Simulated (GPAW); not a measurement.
# BaTiO3 (Pm-3m) in GPAW: single point with RPBE+U

Aim: the single point of BaTiO3 with RPBE+U.

All numbers are computed with GPAW 26.7.0; they aren't measurements. Logs are shortened: lines on timing, memory, paths and dates and some standing lists are left out, and cuts for length are marked. The log counts tension as positive stress, the text compression.

**1. The structure**

The structure is cubic, space group Pm-3m (No. 221). Conventional cell: a = 4.006 Å, b = 4.006 Å, c = 4.006 Å, α = 90.00°, β = 90.00°, γ = 90.00°. Around Ba (site symmetry m-3m) lie 12 O at 2.83 Å. Around Ti (site symmetry m-3m) lie 6 O at 2.00 Å. Around O (site symmetry 4/mmm) lie 2 Ti at 2.00 Å.

**2. Single point, RPBE+U**

Input file run.py:

```python
from ase import Atoms
from ase.dft.bandgap import bandgap
from ase.io import write
from ase.units import GPa
from gpaw import GPAW, PW

atoms = Atoms(['Ba', 'Ti', 'O', 'O', 'O'],
              cell=[[4.006, 0.0, 0.0],
                    [0.0, 4.006, 0.0],
                    [0.0, 0.0, 4.006]],
              scaled_positions=[[0.5, 0.5, 0.5],
                                [0.0, 0.0, 0.0],
                                [0.0, 0.0, 0.5],
                                [0.0, 0.5, 0.0],
                                [0.5, 0.0, 0.0]],
              pbc=True)

calc = GPAW(mode=PW(650),
            xc='RPBE',
            kpts={'size': (6, 6, 6), 'gamma': True},
            occupations={'name': 'fermi-dirac', 'width': 0.05},
            setups={'Ti': ':d,4.5'},
            nbands=36,
            maxiter=120,
            txt='gpaw.txt')
atoms.calc = calc
energy = atoms.get_potential_energy()
forces = atoms.get_forces()
stress = atoms.get_stress()
calc.write('gs.gpw')
write('result.traj', atoms)
print(f'Energy: {energy:.6f} eV')
print('Forces (eV/A):')
print(forces.round(4))
print('Stress (GPa):', (stress / GPa).round(3))
print('Fermi level:', round(calc.get_fermi_level(), 4), 'eV')
print(f'Gap: {bandgap(calc)[0]:.4f} eV, direct: {bandgap(calc, direct=True)[0]:.4f} eV')
```

Potentials or basis: the program's PAW data sets (release 1.2.1) made for this functional, pw.

Command:

```
> OMP_NUM_THREADS=1 python run.py
```

gpaw.txt:

```text
__  _  _
 | _ |_)|_||  |
 |__||  | ||/\| - 26.7.0

Input parameters:
  mode=PW(ecut=650.0),
  kpts=MonkhorstPack(size=(6, 6, 6), gamma=True),
  maxiter=120,
  nbands=36,
  occupations=Occupations(name='fermi-dirac', width=0.05),
  setups={'Ti': ':d,4.5'},
  xc=XC(name='RPBE')

Diagonalizing LCAO Hamiltonian
Converting LCAO to pw mode
   .---------.
  /|         |
 * |         |
 | |   Ba    |
 O |         |
 | .---------.
 |/         /
 Ti---O----*

Atoms  # Å, Bohr magnetons
|   | symbol |        x |        y |        z |    initial magnetic moments |
|---|--------|----------|----------|----------|-----------------------------|
| 0 |     Ba | 2.003000 | 2.003000 | 2.003000 | ( 0.0000,  0.0000,  0.0000) |
| 1 |     Ti | 0.000000 | 0.000000 | 0.000000 | ( 0.0000,  0.0000,  0.0000) |
| 2 |      O | 0.000000 | 0.000000 | 2.003000 | ( 0.0000,  0.0000,  0.0000) |
| 3 |      O | 0.000000 | 2.003000 | 0.000000 | ( 0.0000,  0.0000,  0.0000) |
| 4 |      O | 2.003000 | 0.000000 | 0.000000 | ( 0.0000,  0.0000,  0.0000) |

Unit cell  # Å
| periodic |        x |        y |        z |  lengths |    angles |
|----------|----------|----------|----------|----------|-----------|
|      yes | 4.006000 | 0.000000 | 0.000000 | 4.006000 | 90.000000 |
|      yes | 0.000000 | 4.006000 | 0.000000 | 4.006000 | 90.000000 |
|      yes | 0.000000 | 0.000000 | 4.006000 | 4.006000 | 90.000000 |

Number of symmetries: 48
Symmetry operations  # r_c * U_cc + t_c -> r_c
|    | kind |            matrix            |
|----|------|------------------------------|
|  0 |  E   |  1, 0, 0,  0, 1, 0,  0, 0, 1 |
|  1 |  σ   |  1, 0, 0,  0, 1, 0,  0, 0,-1 |
|  2 |  σ   |  1, 0, 0,  0, 0, 1,  0, 1, 0 |
|  3 |  C4  |  1, 0, 0,  0, 0, 1,  0,-1, 0 |
|  4 |  C4  |  1, 0, 0,  0, 0,-1,  0, 1, 0 |
|  5 |  σ   |  1, 0, 0,  0, 0,-1,  0,-1, 0 |
|  6 |  σ   |  1, 0, 0,  0,-1, 0,  0, 0, 1 |
|  7 |  C2  |  1, 0, 0,  0,-1, 0,  0, 0,-1 |
|  8 |  σ   |  0, 1, 0,  1, 0, 0,  0, 0, 1 |
|  9 |  C2  |  0, 1, 0,  1, 0, 0,  0, 0,-1 |
| 10 |  C3  |  0, 1, 0,  0, 0, 1,  1, 0, 0 |
| 11 |  S6  |  0, 1, 0,  0, 0, 1, -1, 0, 0 |
| 12 |  S6  |  0, 1, 0,  0, 0,-1,  1, 0, 0 |
| 13 |  C3  |  0, 1, 0,  0, 0,-1, -1, 0, 0 |
| 14 |  C4  |  0, 1, 0, -1, 0, 0,  0, 0, 1 |
| 15 |  S4  |  0, 1, 0, -1, 0, 0,  0, 0,-1 |
| 16 |  C3  |  0, 0, 1,  1, 0, 0,  0, 1, 0 |
| 17 |  S6  |  0, 0, 1,  1, 0, 0,  0,-1, 0 |
| 18 |  σ   |  0, 0, 1,  0, 1, 0,  1, 0, 0 |
| 19 |  C4  |  0, 0, 1,  0, 1, 0, -1, 0, 0 |
| 20 |  C2  |  0, 0, 1,  0,-1, 0,  1, 0, 0 |
| 21 |  S4  |  0, 0, 1,  0,-1, 0, -1, 0, 0 |
| 22 |  S6  |  0, 0, 1, -1, 0, 0,  0, 1, 0 |
| 23 |  C3  |  0, 0, 1, -1, 0, 0,  0,-1, 0 |
| 24 |  S6  |  0, 0,-1,  1, 0, 0,  0, 1, 0 |
| 25 |  C3  |  0, 0,-1,  1, 0, 0,  0,-1, 0 |
| 26 |  C4  |  0, 0,-1,  0, 1, 0,  1, 0, 0 |
| 27 |  σ   |  0, 0,-1,  0, 1, 0, -1, 0, 0 |
| 28 |  S4  |  0, 0,-1,  0,-1, 0,  1, 0, 0 |
| 29 |  C2  |  0, 0,-1,  0,-1, 0, -1, 0, 0 |
| 30 |  C3  |  0, 0,-1, -1, 0, 0,  0, 1, 0 |
| 31 |  S6  |  0, 0,-1, -1, 0, 0,  0,-1, 0 |
| 32 |  C4  |  0,-1, 0,  1, 0, 0,  0, 0, 1 |
| 33 |  S4  |  0,-1, 0,  1, 0, 0,  0, 0,-1 |
| 34 |  S6  |  0,-1, 0,  0, 0, 1,  1, 0, 0 |
| 35 |  C3  |  0,-1, 0,  0, 0, 1, -1, 0, 0 |
| 36 |  C3  |  0,-1, 0,  0, 0,-1,  1, 0, 0 |
| 37 |  S6  |  0,-1, 0,  0, 0,-1, -1, 0, 0 |
| 38 |  σ   |  0,-1, 0, -1, 0, 0,  0, 0, 1 |
| 39 |  C2  |  0,-1, 0, -1, 0, 0,  0, 0,-1 |
| 40 |  σ   | -1, 0, 0,  0, 1, 0,  0, 0, 1 |
| 41 |  C2  | -1, 0, 0,  0, 1, 0,  0, 0,-1 |
| 42 |  C2  | -1, 0, 0,  0, 0, 1,  0, 1, 0 |
| 43 |  S4  | -1, 0, 0,  0, 0, 1,  0,-1, 0 |
| 44 |  S4  | -1, 0, 0,  0, 0,-1,  0, 1, 0 |
| 45 |  C2  | -1, 0, 0,  0, 0,-1,  0,-1, 0 |
| 46 |  C2  | -1, 0, 0,  0,-1, 0,  0, 0, 1 |
| 47 |  i   | -1, 0, 0,  0,-1, 0,  0, 0,-1 |

BZ-sampling:
  Number of BZ points: 216
  Number of IBZ points: 20

  Monkhorst-Pack size: [6, 6, 6]
  Monkhorst-Pack shift: [0.08333333333333333, 0.08333333333333333, 0.08333333333333333]

K-points  # in reciprocal-cell coordinates
|     |                                coordinates |     weight |
|-----|--------------------------------------------|------------|
|   0 | (  0.00000000,   0.00000000,   0.00000000) | 0.00462963 |
|   1 | (  0.16666667,   0.00000000,   0.00000000) | 0.02777778 |
|   2 | (  0.16666667,   0.16666667,   0.00000000) | 0.05555556 |
|   3 | (  0.16666667,   0.16666667,   0.16666667) | 0.03703704 |
|   4 | (  0.33333333,   0.00000000,   0.00000000) | 0.02777778 |
|   5 | (  0.33333333,   0.16666667,   0.00000000) | 0.11111111 |
|   6 | (  0.33333333,   0.16666667,   0.16666667) | 0.11111111 |
|   7 | (  0.33333333,   0.33333333,   0.00000000) | 0.05555556 |
|   8 | (  0.33333333,   0.33333333,   0.16666667) | 0.11111111 |
|   9 | (  0.33333333,   0.33333333,   0.33333333) | 0.03703704 |
| ... |                                            |            |
|  19 | (  0.50000000,   0.50000000,   0.50000000) | 0.00462963 |

Plane wave coefficients: 2469
Cutoff: 650.0 eV

Spin-components: 1 (collinear spins)
Bands:           36
Projectors:      27
Spin-degeneracy: 2
Datatype:        complex128

Parallelization:
  kpt:    1
  domain: 1
  band:   1

Density:
  Valence electrons: 40.0
  Components: 1
  Grid points: [24 24 24]
  Charge: 0.0  # |e|

Potential:
  Grid points: [24 24 24]

species:
  Ba:
    name:    Barium
    Z:       56.0
    valence: 10
    core:    46
    charge:  0.0  # [|e|]
    compensation charges:
      type: gauss
      rc: 0.37  # [Å]
      lmax: 2
    cutoffs:
      filter: 2.06  # [Å]
      core: 2.33  # [Å]
    projectors
    | kind |    occ | energy [eV] | rcut [Å] |
    |------|--------|-------------|----------|
    |   5s |  2.000 |     -33.663 |    1.164 |
    |   6s |  2.000 |      -3.183 |    1.164 |
    |   5p |  6.000 |     -18.775 |    1.164 |
    |    p |        |       0.000 |    1.164 |
    |    d |        |       0.000 |    1.164 |
    |    d |        |      27.211 |    1.164 |

    Using partial waves for Ba as LCAO basis

  Ti:
    name:    Titanium
    Z:       22.0
    valence: 12
    core:    10
    charge:  0.0  # [|e|]
    Hubbard: {U: 4.5,  # eV
              l: 2,
              scale: True}
    compensation charges:
      type: gauss
      rc: 0.38  # [Å]
      lmax: 2
    cutoffs:
      filter: 2.23  # [Å]
      core: 1.02  # [Å]
    projectors
    | kind |    occ | energy [eV] | rcut [Å] |
    |------|--------|-------------|----------|
    |   3s |  2.000 |     -62.726 |    1.270 |
    |   4s |  2.000 |      -4.420 |    1.270 |
    |   3p |  6.000 |     -38.898 |    1.058 |
    |   4p |  0.000 |      -1.472 |    1.058 |
    |   3d |  2.000 |      -4.207 |    1.058 |
    |    d |        |      23.004 |    1.058 |

    Using partial waves for Ti as LCAO basis

  O:
    name:    Oxygen
    Z:       8.0
    valence: 6
    core:    2
    charge:  0.0  # [|e|]
    compensation charges:
      type: gauss
      rc: 0.21  # [Å]
      lmax: 2
    cutoffs:
      filter: 1.17  # [Å]
      core: 0.83  # [Å]
    projectors
    | kind |    occ | energy [eV] | rcut [Å] |
    |------|--------|-------------|----------|
    |   2s |  2.000 |     -24.041 |    0.688 |
    |   2p |  4.000 |      -8.984 |    0.598 |
    |    s |        |       3.170 |    0.688 |
    |    p |        |      18.228 |    0.598 |
    |    d |        |       0.000 |    0.619 |

    Using partial waves for O as LCAO basis

Reference energy: -250645.454749  # eV

eigensolver:
  PPCG
  Converge bands: occupied
  niter=2

density mixing:
  MSR1-Mixer
  Pratt-step length: 0.05
  Maximum mixing coefficient: 0.75
  Old densities: 10
  SVD Regularization: 0.005
  Good broyden scale: 1.0
  Trust region scale: 1.0
  Backstep threshold: 4.0
  History deletion threshold: 6.0
  Fourier metric: weight=20.0, sigma=0.015

occupation numbers:
  Fermi-Dirac:
    width: 0.0500  # eV

poisson solver:
  ecut: 5200.0  # eV

xc functional:
  name: RPBE with 2 nearest neighbor stencil

convergence criteria:
- Maximum [total energy] change in last 3 cyles: 0.0005 eV / valence electron
- Maximum integral of absolute [dens]ity change: 0.0001 electrons / valence electron
- Maximum integral of absolute [eigenst]ate change: 4e-08 eV^2 / valence electron
maximum number of iterations: 120

SCF iterations
|iter     | |      energy | eigst |  dens |
|---------|-|-------------|-------|-------|
|iter:   1| |  -40.876808 | +0.13 |       |
|iter:   2| |  -38.937322 | -1.49 | -0.85 |
|iter:   3| |  -34.364886 | -0.81 | -0.91 |
|iter:   4| |  -34.259765 | -2.29 | -1.48 |
|iter:   5| |  -34.278417 | -2.91 | -1.67 |
|iter:   6| |  -34.287848 | -3.65 | -2.04 |
|iter:   7| |  -34.288673c| -4.21 | -2.71 |
|iter:   8| |  -34.288719c| -6.00 | -3.31 |
|iter:   9| |  -34.288729c| -6.68 | -3.77 |
|iter:  10| |  -34.288729c| -8.38c| -4.63c|

Converged in 10 steps
Energy contributions relative to reference atoms: (reference = -250645.454749)

Energy contributions:
  Kinetic:          43.784034
  Coulomb:         -46.284879
  Zero:              0.828732
  External:          0.000000
  Xc:              -32.616616
  Entropy:          -0.000000
  Spinorbit:         0.000000
  ----------------------------
  Free energy:     -34.288729
  Extrapolated:    -34.288729

dipole moment: (-35.504609, -35.504609, -35.504609)  # |e|*Ang

Fermi level: 8.965
Eigenvalues  # (at kpt = [0.000, 0.000, 0.000])
| band index |      eig [eV] | occ [0-2] |
|------------|---------------|-----------|
|          0 |       -50.333 |     2.000 |
|        ... |               |           |
|         12 |         5.501 |     2.000 |
|         13 |         5.501 |     2.000 |
|         14 |         6.850 |     2.000 |
|         15 |         6.850 |     2.000 |
|         16 |         6.850 |     2.000 |
|         17 |         7.762 |     2.000 |
[... 8 lines left out ...]
|         26 |        13.118 |     0.000 |
|         27 |        15.391 |     0.000 |
|        ... |               |           |
|         35 |        27.290 |     0.000 |

Gap: 2.466 eV
Transition (v -> c):
  (s=0, k=19, n=19, [0.50, 0.50, 0.50]) -> (s=0, k=0, n=20, [0.00, 0.00, 0.00])
Direct/indirect transitions are different
Direct gap: 2.657 eV
Transition at: (s=0, k=0, n=19, [0.00, 0.00, 0.00])

Forces  # eV/Ang
|       x |       y |       z |
|---------|---------|---------|
| 0.00000 | 0.00000 | 0.00000 |  # Ba   0
| 0.00000 | 0.00000 | 0.00000 |  # Ti   1
| 0.00000 | 0.00000 | 0.00000 |  # O    2
| 0.00000 | 0.00000 | 0.00000 |  # O    3
| 0.00000 | 0.00000 | 0.00000 |  # O    4

Stress tensor  # eV/Ang^3
|         x |         y |         z |
|-----------|-----------|-----------|
| -0.044197 | -0.000000 |  0.000000 |
| -0.000000 | -0.044197 |  0.000000 |
|  0.000000 |  0.000000 | -0.044197 |

# Writing to gs.gpw (mode='')
```

Run time: 36 s. Hardware: 1 thread of Arm Neoverse V1, shared host; peak memory 0.19 GiB.

What came out:

| Item | Value |
| --- | --- |
| Free energy | -34.2887 eV |
| Pressure | 7.1 GPa |
| Band gap on the k mesh | 2.47 eV, indirect (least direct gap 2.66 eV) |

Levels at points of the mesh, in eV from the valence-band top:
```
           k point  band 18  band 19  band 20  band 21  band 22  band 23
(0.00, 0.00, 0.00)    -0.19    -0.19    -0.19     2.47     2.47     2.47
(0.50, 0.00, 0.00)    -1.72    -0.78    -0.78     2.66     4.06     4.20
(0.50, 0.50, 0.00)    -0.89    -0.89    -0.08     4.22     4.22     4.68
(0.50, 0.50, 0.50)     0.00     0.00     0.00     4.91     4.91     4.91
```

Caveat: the cutoff is short for stress and forces, so pressures can be off by a GPa or more; spin-orbit coupling is left out, which moves the levels of the heavy elements. A k mesh can miss the band edges.
